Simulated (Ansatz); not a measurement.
**What moves the pressure of GaP?**

```yaml
crystal:
  lattice:
    - [0.00000, 2.58047, 2.58047]
    - [2.58047, 0.00000, 2.58047]
    - [2.58047, 2.58047, 0.00000]
  atoms:
    - { symbol: Ga, position: [0.00000, 0.00000, 0.00000] }
    - { symbol: P, position: [0.50000, 0.50000, 0.50000] }
```

Atoms are numbered in the order listed.

The cell was built from the rocksalt type and relaxed in the same program, and has space group Fm-3m; it needn't be a known or the stable phase.

The calculation used DFT, PBE, all-electron LAPW, scalar-relativistic in Ansatz 0.2.0.

Settings: a Γ-centred 12×12×12 k mesh, Fermi–Dirac smearing of 0.05 eV, basis error target 1 meV/atom, no spin polarisation.

In this reference run the pressure is 0.0 GPa (positive in compression). Each change below is made alone, on the same k mesh, with fractional coordinates held unless an atom is moved; x, y and z are the Cartesian axes.

**Question.** One change shifts the pressure by -3.7 GPa. Which?
A. functional pbesol
B. volume scaled by 1.025
C. functional lda
D. volume scaled by 0.975
E. xy engineering shear strain of -2 %
F. z strained by -4 % at fixed volume

**Answer.** A. The others give: functional lda, -5.7 GPa; z strained by -4 % at fixed volume, +0.6 GPa; xy engineering shear strain of -2 %, 0.0 GPa; volume scaled by 0.975, +2.3 GPa; volume scaled by 1.025, -2.0 GPa.
